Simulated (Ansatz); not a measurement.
# MgO: the cost of one run

Method: DFT PBEsol, scalar-relativistic, plane waves, PAW, in Ansatz 0.2.0.

1 further run of the same task is left out (set aside as unsound or not needed).

## 1. The system as given

It takes space group P6_3mc (No. 186, hexagonal). Conventional cell: a = 3.303 Å, b = 3.303 Å, c = 5.020 Å, α = 90.00°, β = 90.00°, γ = 120.00°. Around Mg (site symmetry 3m) lie 4 O at 1.98 to 1.99 Å. Around O (site symmetry 3m) lie 4 Mg at 1.98 to 1.99 Å.

As a file:

```
CELL_PARAMETERS angstrom
3.30284 0.00000 0.00000
-1.65142 2.86034 0.00000
0.00000 0.00000 5.02028
ATOMIC_POSITIONS crystal
Mg 0.33333 0.66667 0.00371
Mg 0.66667 0.33333 0.50371
O 0.33333 0.66667 0.40089
O 0.66667 0.33333 0.90089
```

It goes back to an entry of the Materials Project, which need not be the stable form.

This cell was relaxed beforehand with the same method: volume 11.86 Å³/atom, gap on the mesh 3.36 eV.

## 2. Cutting the (100) slab

Miller indices refer to the conventional cell of the relaxed bulk, P6_3mc (No. 186): a = 3.303 Å, b = 3.303 Å, c = 5.020 Å, α = 90.00°, β = 90.00°, γ = 120.00°.

The slab is a (100) slab, 12.4 Å thick as cut, with 15 Å of vacuum; its outer planes are MgO (top) and MgO (bottom).

The slab as cut. Layers, bottom to top:

```csv
plane,atoms per cell,height over the lowest (Å)
1,MgO,0.00
2,MgO,0.95
3,MgO,2.86
4,MgO,3.81
5,MgO,5.72
6,MgO,6.67
7,MgO,8.58
8,MgO,9.53
9,MgO,11.44
10,MgO,12.39
```

## 3. The slab as cut, atoms at the bulk's places

The cell repeats along c, and a dipole correction in the vacuum removes the field between the copies.

input.yaml

```yaml
crystal:
  lattice:
    - [3.3028386699, 0.0, 0.0]
    - [0.0, 5.0202782649, 0.0]
    - [0.0, 0.0, 27.3948161684]
  atoms:
    - { symbol: Mg, position: [0.0, 0.9962865204, 0.2737744234] }
    - { symbol: O, position: [0.0, 0.5991134796, 0.2737744234] }
    - { symbol: Mg, position: [0.5, 0.4962865204, 0.3085783582] }
    - { symbol: O, position: [0.5, 0.0991134796, 0.3085783582] }
    - { symbol: Mg, position: [0.5, 0.9962865204, 0.378186228] }
    - { symbol: O, position: [0.5, 0.5991134796, 0.378186228] }
    - { symbol: Mg, position: [0.0, 0.4962865204, 0.4129901628] }
    - { symbol: O, position: [0.0, 0.0991134796, 0.4129901628] }
    - { symbol: Mg, position: [0.0, 0.9962865204, 0.4825980326] }
    - { symbol: O, position: [0.0, 0.5991134796, 0.4825980326] }
    - { symbol: Mg, position: [0.5, 0.4962865204, 0.5174019674] }
    - { symbol: O, position: [0.5, 0.0991134796, 0.5174019674] }
    - { symbol: Mg, position: [0.5, 0.9962865204, 0.5870098372] }
    - { symbol: O, position: [0.5, 0.5991134796, 0.5870098372] }
    - { symbol: Mg, position: [0.0, 0.4962865204, 0.621813772] }
    - { symbol: O, position: [0.0, 0.0991134796, 0.621813772] }
    - { symbol: Mg, position: [0.0, 0.9962865204, 0.6914216418] }
    - { symbol: O, position: [0.0, 0.5991134796, 0.6914216418] }
    - { symbol: Mg, position: [0.5, 0.4962865204, 0.7262255766] }
    - { symbol: O, position: [0.5, 0.0991134796, 0.7262255766] }
basis:
  ecutwfc: 420
kpoints:
  mp_grid: { grid: [8, 6, 1] }
hamiltonian:
  xc: pbesol
scf:
  occupations: { method: gaussian, width: 0.05 }
output:
  forces: true
  stress: true
  eigenvalues: true
  write_density: true
  write_potential: true
  elf: true
  volumetric_format: npy
efield:
  axis: 3
  dipole_correction: true
```

On the command line:

```bash
> ansatz run input.yaml --threads 2 --pin off --max-ram 5120MiB --backend cpu --events-out ev --progress --plain --runs-dir out
```

What time and memory should one allow on 2 threads of Intel Xeon at 2.10GHz (Emerald Rapids), shared host?

About 1.8 min, with a peak of 1.2 GiB.
